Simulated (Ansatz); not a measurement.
# SiC: the cost of one run

Program: Ansatz 0.2.0. Level of theory: DFT r2SCAN, scalar-relativistic, plane waves, PAW. These are calculated values, not measurements.

3 further runs of the same task are left out: 3 set aside as unsound or not needed. Runs told in other sessions of the task aren't counted.

## Step 1: Starting point

The structure is hexagonal, space group P6_3mc (No. 186). Conventional cell: a = 3.075 Å, b = 3.075 Å, c = 5.048 Å, α = 90.00°, β = 90.00°, γ = 120.00°. Around Si (site symmetry 3m) lie 4 C at 1.88 to 1.90 Å. Around C (site symmetry 3m) lie 4 Si at 1.88 to 1.90 Å.

Coordinates:

```cif
data_structure
_symmetry_space_group_name_H-M 'P 1'
_symmetry_Int_Tables_number 1
_cell_length_a 3.0752
_cell_length_b 5.0482
_cell_length_c 10.6528
_cell_angle_alpha 90.000
_cell_angle_beta 90.000
_cell_angle_gamma 90.000
_cell_volume 165.37
loop_
_atom_site_label
_atom_site_type_symbol
_atom_site_fract_x
_atom_site_fract_y
_atom_site_fract_z
_atom_site_occupancy
Si1 Si 0.50000 0.99540 0.08333 1
Si2 Si 0.00000 0.99540 0.33333 1
Si3 Si 0.50000 0.99540 0.58333 1
Si4 Si 0.00000 0.99540 0.83333 1
Si5 Si 0.00000 0.49540 0.16667 1
Si6 Si 0.50000 0.49540 0.41667 1
Si7 Si 0.00000 0.49540 0.66667 1
Si8 Si 0.50000 0.49540 0.91667 1
C1 C 0.50000 0.61960 0.08333 1
C2 C 0.00000 0.61960 0.33333 1
C3 C 0.50000 0.61960 0.58333 1
C4 C 0.00000 0.61960 0.83333 1
C5 C 0.00000 0.11960 0.16667 1
C6 C 0.50000 0.11960 0.41667 1
C7 C 0.00000 0.11960 0.66667 1
C8 C 0.50000 0.11960 0.91667 1
```

It is built from the cell relaxed beforehand with the same method (10.34 Å³/atom).

## Step 2: The reference cell

The cell is repeated 4 times, 16 atoms in all. The reference gives a free energy of -7130.6027 eV, pressure 0.02 GPa, largest force 0.001 eV/Å and gap on the mesh 2.74 eV. It was computed beforehand with the settings of the runs below.

## Step 3: The scan: sliding across a plane

The cut lies on the cell's a–b face, a (1 0 0) plane of area 15.52 Å², between layers 1.77 Å apart (C, Si below, C, Si above); the cell is 10.7 Å thick. Vector c is tilted by f times 1·a + 0·b (length 3.075 Å) with the atoms' Cartesian places fixed: one unrelaxed fault per cell.

## Step 4: Point f = 0.200

input.yaml

```yaml
crystal:
  lattice:
    - [1.5375975033, -2.6631969973, 0.0]
    - [0.0, 0.0, -5.0481668562]
    - [9.5331045205, 4.7937545952, 0.0]
  atoms:
    - { symbol: Si, position: [0.3333333333, 0.9953971175, 0.8333333333] }
    - { symbol: Si, position: [-0.0166666667, 0.9953971175, 0.0833333333] }
    - { symbol: Si, position: [0.4333333333, 0.9953971175, 0.3333333333] }
    - { symbol: Si, position: [-0.1166666667, 0.9953971175, 0.5833333333] }
    - { symbol: Si, position: [0.8166666667, 0.4953971175, 0.9166666667] }
    - { symbol: Si, position: [0.4666666667, 0.4953971175, 0.1666666667] }
    - { symbol: Si, position: [0.9166666667, 0.4953971175, 0.4166666667] }
    - { symbol: Si, position: [0.3666666667, 0.4953971175, 0.6666666667] }
    - { symbol: C, position: [0.3333333333, 0.6196028825, 0.8333333333] }
    - { symbol: C, position: [-0.0166666667, 0.6196028825, 0.0833333333] }
    - { symbol: C, position: [0.4333333333, 0.6196028825, 0.3333333333] }
    - { symbol: C, position: [-0.1166666667, 0.6196028825, 0.5833333333] }
    - { symbol: C, position: [0.8166666667, 0.1196028825, 0.9166666667] }
    - { symbol: C, position: [0.4666666667, 0.1196028825, 0.1666666667] }
    - { symbol: C, position: [0.9166666667, 0.1196028825, 0.4166666667] }
    - { symbol: C, position: [0.3666666667, 0.1196028825, 0.6666666667] }
basis:
  ecutwfc: 500
kpoints:
  mp_grid: { grid: [7, 5, 2] }
hamiltonian:
  xc: r2scan
scf:
  occupations: { method: gaussian, width: 0.05 }
output:
  forces: true
  stress: true
  eigenvalues: true
  write_density: true
  write_potential: true
  elf: true
  volumetric_format: npy
```

Started as:

```console
ansatz run input.yaml --threads 2 --pin off --max-ram 5120MiB --backend cpu --events-out ev --progress --plain --runs-dir out
```

What time and memory should one allow on 2 threads of Arm Neoverse V2, shared host?

About 23 s, with a peak of 0.7 GiB.
